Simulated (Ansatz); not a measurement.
Zone-centre phonons of LiCl at 12 GPa: input and output

These are results of DFT PBE, scalar-relativistic, plane waves, PAW in Ansatz 0.2.0, not measurements.

Launched with:
```bash
ansatz run input.yaml --threads 1 --pin off --max-ram 1228MiB --backend cpu --events-out ev --progress --plain --runs-dir out
```

Input (bare energies are in eV):
```yaml
crystal:
  lattice:
    - [0.0, 2.3852485608, 2.3852485608]
    - [2.3852485608, 0.0, 2.3852485608]
    - [2.3852485608, 2.3852485608, 0.0]
  atoms:
    - { symbol: Li, position: [0.0, 0.0, 0.0] }
    - { symbol: Cl, position: [0.5, 0.5, 0.5] }
basis:
  ecutwfc: 420
kpoints:
  mp_grid: { grid: [8, 8, 8] }
hamiltonian:
  xc: pbe
scf:
  occupations: { method: fixed }
output:
  eigenvalues: true
phonons:
  method: dfpt
  dielectric: true
  rigid_motions: translations
  eigenvectors: true
```

The end of the output:
```
--- Phonons (Γ-DFPT): 2 representative perturbations + reference, on 59 of 512 k-points (Σ response iterations 8) ---
  k mesh reduced under 8 symmetry operations, with k and −k counted as one. Each operation leaves every solved perturbation unchanged. A smaller set is not considered because the run solves the response ...
  ASR residual: 9.897e-5 → 0.000e0 eV/Å²; symmetrization residual: 5.382e-7 eV/Å²
  ASR residual per site (eV/Å²): 5.90e-5 9.90e-5
  Γ frequencies (cm⁻¹): 0.00 0.00 0.00 324.92 324.92 324.92
  ε∞ (high-frequency dielectric tensor):
        3.284118    -0.000000     0.000000
        0.000000     3.284118    -0.000000
        0.000000    -0.000000     3.284118
  ε⁰ (static dielectric tensor: ions relaxed, cell fixed):
        7.131873    -0.000000    -0.000000
        0.000000     7.131873    -0.000000
        0.000000    -0.000000     7.131873
  ε⁰ − ε∞ (ionic part):
        3.847755     0.000000    -0.000000
        0.000000     3.847755    -0.000000
       -0.000000    -0.000000     3.847755
  softest optical mode at Γ: 324.92 cm⁻¹; the repairs (sum rule, projections) moved no ω² at Γ by more than (1.56 cm⁻¹)²
  Born effective charges Z* (e; rows j = field, columns β = displacement):
    site 0:
         1.14034    0.00000   -0.00000
        -0.00000    1.14034    0.00000
         0.00000   -0.00000    1.14034
    site 1:
        -1.14034   -0.00000    0.00000
         0.00000   -1.14034   -0.00000
         0.00000    0.00000   -1.14034
  Z* charge neutrality: 1.678e-5 e pre-enforcement
  k-mesh period / interband length: 27.0 Å / 1.34 Å = 20.18 at k = (0.0000, 0.0000, -0.5000), direct gap 7.293 eV — 14 or more, which is no proof of convergence
  optical modes at Γ without the LO–TO term, one row a degenerate level:
      ω (cm⁻¹) modes IR ((D/Å)²/amu)
        324.92      3            15.5075
  optical modes at Γ + LO–TO along q̂ = [1.0000, 0.0000, 0.0000]:
      ω (cm⁻¹) modes IR ((D/Å)²/amu)
        324.92      2            10.3383
        478.81      1             5.1692
  optical modes at Γ + LO–TO along q̂ = [0.0000, 1.0000, 0.0000]:
      ω (cm⁻¹) modes IR ((D/Å)²/amu)
        324.92      2            10.3383
        478.81      1             5.1692
  optical modes at Γ + LO–TO along q̂ = [0.0000, 0.0000, 1.0000]:
      ω (cm⁻¹) modes IR ((D/Å)²/amu)
        324.92      2            10.3383
        478.81      1             5.1692
```